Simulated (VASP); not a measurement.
# Fe: single point with revPBE

Crystal: Fe.

```
Fe
1.0
     1.70008   -1.72624    0.00000
     1.70008    1.72624    0.00000
     0.00000    0.00000    3.70970
Fe
2
Direct
  0.50000 0.50000 0.50000
  0.00000 0.00000 0.00000
```

This isn't the form of Fe at room conditions, which is bcc.

- Program: VASP 6.6.1
- Task: single point
- Functional: revPBE
- Potentials or basis: VASP PAW PBE potentials, release 64 (Fe)
- Cutoff: 520 eV
- k mesh: 6 × 6 × 4
- Occupations: gaussian, width 0.1 eV
- Spin: collinear spin, typed start
- Starting moments: [-1.82, 1.82] μB
- Dipole correction: no
- Further INCAR settings: ALGO = Normal; EDIFF = 1e-06; NBANDS = 19

```yaml
Pressure: 4.0 GPa
Band_gap_on_the_k_mesh: none (metal or under the smearing width)
Net_moment: 0.00 μB per cell
Site_moments: Fe -1.75, +1.75 μB
Valence_electrons_inside_the_program's_atomic_spheres: Fe 7.35
```

Stress tensor (GPa, compression positive):
```
3.70 0.00 0.00
0.00 3.25 0.00
0.00 0.00 4.96
```

Levels at points of the mesh, in eV from the Fermi level:
Spin up:
| k point | band 5 | band 6 | band 7 | band 8 | band 9 | band 10 | band 11 | band 12 |
| --- | --- | --- | --- | --- | --- | --- | --- | --- |
| (0.00, 0.00, 0.00) | -1.95 | -1.89 | -1.02 | -0.72 | 1.07 | 1.09 | 1.45 | 1.50 |
| (0.50, 0.00, 0.00) | -2.33 | -2.07 | -1.90 | -1.23 | 0.18 | 0.62 | 1.94 | 3.03 |
| (0.50, 0.50, 0.00) | 0.14 | 0.35 | 0.68 | 0.71 | 0.94 | 1.67 | 3.14 | 3.54 |
| (0.00, 0.00, 0.50) | -2.39 | -1.47 | -1.47 | -1.00 | -0.98 | 0.30 | 0.36 | 1.44 |
| (0.50, 0.00, 0.50) | -1.79 | -1.67 | -0.28 | -0.17 | 0.32 | 0.75 | 0.96 | 1.10 |
| (0.50, 0.50, 0.50) | -2.05 | -1.98 | -1.42 | 0.21 | 0.35 | 1.67 | 8.49 | 8.57 |
Spin down:
```csv
k point,band 6,band 7,band 8,band 9,band 10,band 11
"(0.00, 0.00, 0.00)",-1.89,-1.02,-0.72,1.07,1.09,1.45
"(0.50, 0.00, 0.00)",-2.07,-1.90,-1.23,0.18,0.62,1.94
"(0.50, 0.50, 0.00)",0.35,0.68,0.71,0.94,1.67,3.14
"(0.00, 0.00, 0.50)",-1.47,-1.47,-1.00,-0.98,0.30,0.36
"(0.50, 0.00, 0.50)",-1.67,-0.28,-0.17,0.32,0.75,0.96
"(0.50, 0.50, 0.50)",-1.98,-1.42,0.21,0.35,1.67,8.49
```

Run time: 31 s on 1 thread of Intel(R) Xeon(R) Platinum 8259CL CPU @ 2.50GHz (Skylake/Cascade Lake), on a shared host, peak memory 0.15 GiB.

Caveat: the k mesh is coarse (spacing up to 0.43 Å⁻¹), so the values aren't converged; the PAW data sets were made with another functional, which shifts forces and pressure a little.
